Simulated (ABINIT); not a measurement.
Crystal: GaSb.

```
Sb Ga
1.0
     0.00000    3.05900    3.05900
     3.05900    0.00000    3.05900
     3.05900    3.05900    0.00000
Sb Ga
1 1
Cartesian
  4.5885 4.5885 4.5885
  0.0000 0.0000 0.0000
```

Base run:

| Quantity | Value |
| --- | --- |
| Program | ABINIT 10.8.3 (patched build) |
| Functional | rPW86PBE |
| Potentials or basis | JTH PAW PBE v2.0 |
| Cutoff | 463 eV |
| k mesh | 8 × 8 × 8 |
| Occupations | fermi-dirac, width 0.05 eV |
| Spin | no spin polarisation |

Its results: band gap on the k mesh none (metal or under the smearing width); pressure 4.5 GPa.

Q: After a change of settings the same cell gave: band gap on the k mesh 0.20 eV, direct; pressure 3.3 GPa. Which change was it?
A. functional from rPW86PBE to PBE; k mesh from 8 × 8 × 8 to 6 × 6 × 6
B. functional from rPW86PBE to OLYP
C. functional from rPW86PBE to PBE; k mesh from 8 × 8 × 8 to 5 × 5 × 5
D. functional from rPW86PBE to LDA; potentials or basis from JTH PAW PBE v2.0 to JTH PAW LDA v2.0

A: B.

Caveats: the PAW data sets were made with another functional, which shifts forces and pressure a little; spin-orbit coupling is left out, which moves the levels of the heavy elements; this crystal is a semiconductor, whose small gap the functional closes, so the metal is an error of the method (some runs).
